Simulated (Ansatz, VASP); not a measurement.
## One calculation of Rh, two programs

```
Rh
1.0
     2.68907    0.01752   -0.00155
    -1.32937    2.36085    0.02516
    -0.00251    0.04565    4.37132
Rh
2
Direct
  0.66946 0.33704 0.74158
  0.34567 0.68564 0.26188
```

This isn't the form of Rh at room conditions, which is fcc.

Alike in both runs: task single point; functional LDA; k mesh 8 × 8 × 5; no spin polarisation.

|  | VASP | Ansatz |
| --- | --- | --- |
| version | VASP 6.6.1 | Ansatz 0.2.0 |
| potentials or method | VASP PAW LDA potentials, release 64 (Rh_pv) | plane waves, PAW |
| plane-wave cutoff (eV) | 520 | 540 |
| occupations | methfessel-paxton of order 1, width 0.1 eV | methfessel-paxton of order 1 |
| valence electrons in the cell | 30 | 34 |

Ansatz gave:

* pressure (GPa): -11.7
* largest component of the traceless stress (GPa): 1.91
* rms of the force components (eV/Å): 0.496

Q: Estimate VASP's values.

A: Pressure (GPa): -10.9; largest component of the traceless stress (GPa): 1.94; rms of the force components (eV/Å): 0.505.

Atom by atom the forces differ by 0.009 eV/Å (rms over components). The two sets of potentials don't hold the same shells in valence. Ansatz warned: «stress_scf_threshold_loose».
